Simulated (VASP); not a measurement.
Set up this calculation in VASP 6.6.1, as the native input.

| Quantity | Value |
| --- | --- |
| Task | dielectric tensor |
| Functional | PBEsol |
| Potentials or basis | VASP PAW PBE potentials, release 64 (Ba_sv, Ti_sv, O) |
| Cutoff | 520 eV |
| k mesh | 4 × 3 × 3 |
| Occupations | gaussian, width 0.02 eV |
| Spin | no spin polarisation |
| Further INCAR settings | ALGO = Normal; EDIFF = 1e-08 |

The structure of BaTiO3 lies in POSCAR:

```
BaTiO3
1.0
   -2.8276681600     -1.6325549700     -2.3177316100
    2.8276681600     -4.8976649200      0.0000000000
   -2.8276681600     -1.6325549700      4.6354632200
Ba Ti O
2 2 6
Direct
    0.0157454600      0.9951067300      0.9732589900
    0.9842545400      0.5048932700      0.5267410100
    0.5038597100      0.9895382000      0.5036220000
    0.4681402900      0.5104618000      0.0243780000
    0.5305500000      0.2316233900      0.7331572700
    0.4862500000      0.7582766100      0.2399427300
    0.4792171100      0.7573442300      0.7334846100
    0.5375828900      0.2527557700      0.2396153900
    0.9908878400      0.0289311200      0.4795032700
    0.0461121600      0.4710688800      0.0036967300
```

The cell isn't the ideal one: a zone-boundary wave of random shape, sigma 0.1 Å.

These files were run (other wordings do the same):

INCAR

```
PREC = Accurate
ENCUT = 520
EDIFF = 1E-8
ISMEAR = 0
SIGMA = 0.02
LREAL = F
LASPH = T
NELM = 100
ALGO = Normal
ISIF = 2
LWAVE = F
LCHARG = F
GGA = PS
LEPSILON = T
```

KPOINTS

```
regular mesh
0
Gamma
  4 3 3
```

Potentials or basis: VASP PAW PBE potentials, release 64 (Ba_sv, Ti_sv, O).

Launch:

```bash
$ cat potpaw_PBE.64/Ba_sv/POTCAR potpaw_PBE.64/Ti_sv/POTCAR potpaw_PBE.64/O/POTCAR > POTCAR
$ mpirun -np 1 vasp_std > vasp.out
```

It gave:

```yaml
Band_gap_on_the_k_mesh: 2.15 eV, indirect (least direct gap 2.29 eV)
Electronic_dielectric_tensor_diagonal: 5.93, 6.11, 5.57
Born_charges_mean_of_the_diagonal: Ba +2.81, +2.78; Ti +6.57, +5.41; O -2.95, -3.06, -3.00, -2.88, -3.13, -2.55 e
```

Caveat: spin-orbit coupling is left out, which moves the levels of the heavy elements; an odd mesh through Γ misses points on the zone boundary, where band edges often lie.

It took 40 min on 1 thread of Intel(R) Xeon(R) 6975P-C (Granite Rapids), on a shared host, peak memory 0.45 GiB.
